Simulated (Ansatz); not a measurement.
The cell comes from COD entry 2106431, which wasn't checked; take it as a given geometry.

An input for O: DFT, LDA, PAW with Ansatz's default frozen-core files, scalar-relativistic (Ansatz 0.2.0). The PAW files were made with PBE; their cores are remade for this functional.

Command: `ansatz run input.yaml --threads 1 --pin off --max-ram 2048MiB --backend cpu --events-out ev --progress --plain --runs-dir out` The run took 1.1 s on 1 thread of AMD EPYC 9R45 96-Core Processor (Zen 5), on a shared host, peak memory 0.37 GiB.

```yaml
crystal:
  lattice:
    - [1.4233490221, 0.821770941, 3.4083]
    - [-1.4233490221, 0.821770941, 3.4083]
    - [0.0, -1.6435418821, 3.4083]
  atoms:
    - { symbol: O, position: [0.0577, 0.0577, 0.0577] }
    - { symbol: O, position: [0.9423, 0.9423, 0.9423] }
kpoints:
  mp_grid: { grid: [10, 10, 10] }
  band_path:
    path:
      - [0.0, 0.0, 0.0]
      - [0.5, 0.5, 0.5]
      - [0.7945777149, 0.2054222851, 0.5]
      - [0.5, -0.2054222851, 0.2054222851]
      - [0.5, 0.0, 0.0]
      - [0.0, 0.0, 0.0]
      - [0.3527111426, -0.3527111426, 0.0]
      - [0.6472888574, 0.0, 0.3527111426]
      - [0.5, 0.0, 0.5]
    npoints: 5
scf:
  occupations: { method: fermi_dirac, width: 0.02 }
hamiltonian:
  xc: lda
  pseudopotentials: { kind: paw }
output:
  forces: true
  stress: true
  eigenvalues: true
  efg: { contact_densities: true }
  write_density: true
  write_potential: true
  elf: true
  volumetric_format: npy
```

Set-up and iterations as logged by Ansatz (the results part is left out, to be predicted):

```
Engine: ansatz 0.2.0
Pseudopotentials: kind: paw
Pseudopotential: O, paw, valence charge 6, recommended cutoff 420 eV (normal)
Functional definition: SPW92
  exchange = slater_x
  correlation = pw_c
Crystal: 2 atoms, lattice volume = 23.919 Å³
Basis set: ecut = 420 eV, 485 PW (Γ)
Bands: 10, of which v1, the nominal top of the filled ones, is band 6 counted from 1 (5 counted from 0)
Symmetry: 12 space group operations
Space group: R-3m (ITA 166), of the structure as read, at distance tolerance 2.9e-5 Å
k-points: 116 of 1000
Non-local potential: O, projectors of the file, l = 0: 2, l = 1: 2, l = 2: 1
PAW form: soft (Blöchl's): semilocal exchange-correlation on the pseudo side does not see the compensation charge
PAW frozen core: O, regenerated for the run's functional, and the local potential with it (the file was generated under x = pbe(κ = 0.804, μ = 0.2195149727645171), c = pbe(β = 0.06672455060314922))
PAW one-centre angular grid: O, 110 points (default); XC on 64 Gauss nodes
Initial density: superposition of atomic densities (neutral atoms: chi_scale 0, normalization atom), corrected by the library's trained network
Initial wavefunctions: pseudopotential atomic-orbital guess
Functional: x = slater, c = lda
SCF iter   1: F=—  HF=-1104.778477 eV  |F-HF|=—  |Δ(HF+E_count)|=         —  Δρ=1.85e-2  dr2=6.23e-2  ethr=1.77e-3  ⟨swp⟩=6.0  Hψ=7161  notcnv=0
SCF iter   2: F=—  HF=-1104.755998 eV  |F-HF|=—  |Δ(HF+E_count)|=   2.25e-2  Δρ=5.54e-3  dr2=2.15e-3  ethr=5.19e-4  ⟨swp⟩=2.9  Hψ=3187  notcnv=0  defer=10
SCF iter   3: F=—  HF=-1104.755938 eV  |F-HF|=—  |Δ(HF+E_count)|=   5.96e-5  Δρ=1.27e-3  dr2=2.37e-4  ethr=1.79e-5  ⟨swp⟩=2.1  Hψ=2167  notcnv=0  defer=10
SCF iter   4: F=—  HF=-1104.755862 eV  |F-HF|=—  |Δ(HF+E_count)|=   7.60e-5  Δρ=4.18e-4  dr2=3.42e-5  ethr=1.97e-6  ⟨swp⟩=2.5  Hψ=1769  notcnv=0  defer=10
SCF iter   5: F=—  HF=-1104.755849 eV  |F-HF|=—  |Δ(HF+E_count)|=   1.31e-5  Δρ=6.72e-5  dr2=8.56e-7  ethr=2.85e-7  ⟨swp⟩=2.4  Hψ=1662  notcnv=0  defer=10
SCF iter   6: F=-1104.755849 eV  HF=-1104.755849 eV  |F-HF|=7.17e-9  |Δ(HF+E_count)|=   2.72e-7  Δρ=7.46e-6  dr2=1.06e-8  ethr=8.33e-10  ⟨swp⟩=8.4  Hψ=7541  notcnv=0
```

Solid oxygen carries moments on its molecules; these runs leave spin out.

What pressure will this run report?

-3.68 GPa (positive in compression).

How large will the largest force be?

1.376 eV/Å.

Is there a band gap?

none: bands cross the Fermi level, a metal.
